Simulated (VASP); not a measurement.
A run of VASP 6.6.1:

Contents of INCAR:

```
SYSTEM = H4CO
PREC = Accurate
ENCUT = 520
EDIFF = 1E-6
ISMEAR = -1
SIGMA = 0.02
LREAL = Auto
LASPH = .True.
NELM = 100
ALGO = Fast
ISIF = 2
LWAVE = .False.
LCHARG = .True.
GGA = PE
IVDW = 12
LELF = .True.
LVHAR = .True.
NBANDS = 66
```

Contents of KPOINTS:

```
Automatic mesh
0
Gamma
  1 1 1
  0 0 0
```

File POSCAR:

```
H4CO
1.0
    7.3803230000      0.0000000000      0.0000000000
    0.0000000000      7.3803230000      0.0000000000
    0.0000000000      0.0000000000      7.3803230000
C O H
6 6 24
Direct
    0.4325149455      0.4394929599      0.9065185900
    0.8826578457      0.1739083777      0.1142361926
    0.9181982957      0.4703181690      0.6604724482
    0.6667458863      0.9032396008      0.6404191253
    0.0047016912      0.7433956481      0.2073350990
    0.4665513962      0.3779238388      0.3807963418
    0.2436749719      0.4528934574      0.9333602337
    0.7188167781      0.1086266821      0.0430739955
    1.0033436206      0.6320048594      0.7359298502
    0.7299680515      0.8258581637      0.8103574871
    0.0596450860      0.5624550579      0.2457345024
    0.4196293306      0.5488242181      0.4693155029
    0.4984199201      0.5660185875      0.9648900190
    0.1894768020      0.3323160788      0.9579120047
    0.5085278788      0.3176690234      0.9559202219
    0.4617142095      0.4253743366      0.7609829543
    0.8469954499      0.3209886613      0.1445736183
    0.7353065713     -0.0277359135      0.0097014724
    0.9055701221      0.1084369885      0.2463306823
    1.0102132386      0.1603452857      0.0285624355
    0.7846404554      0.4544516548      0.7232339289
    1.0975400399      0.5960308241      0.8169696638
    0.8902049409      0.4613754710      0.5008452882
    1.0102538873      0.3533449688      0.6918802876
    0.5444748150      0.9689684313      0.6768673946
    0.8251806865      0.7465120429      0.7790715935
    0.7514847250      1.0017176755      0.5815870118
    0.6287529692      0.7966047014      0.5429843653
   -0.1074207728      0.7645193849      0.3025341845
    0.1535840640      0.5276056346      0.1610092133
    0.1134096706      0.8410201017      0.2495554734
   -0.0412312578      0.7668499062      0.0693465584
    0.4448179301      0.2573871089      0.4608063902
    0.2897163173      0.5692433786      0.4513217104
    0.4026788529      0.3542663377      0.2511678689
    0.6057051975      0.3860671139      0.3609056135
```

Potentials or basis: VASP PAW PBE potentials, release 64 (C, O, H).

The run is started by

```console
$ cat potpaw_PBE.64/C/POTCAR potpaw_PBE.64/O/POTCAR potpaw_PBE.64/H/POTCAR > POTCAR
$ mpirun -np 1 vasp_gam > vasp.out
```

Hardware: 1 thread of AMD EPYC 9R45 96-Core Processor (Zen 5) (shared host).

How long does it take, and how much memory?

Run time: 34 s on 1 thread of AMD EPYC 9R45 96-Core Processor (Zen 5), with other jobs on the host, peak memory 0.37 GiB. Counts: scf iterations 17, k points 1.
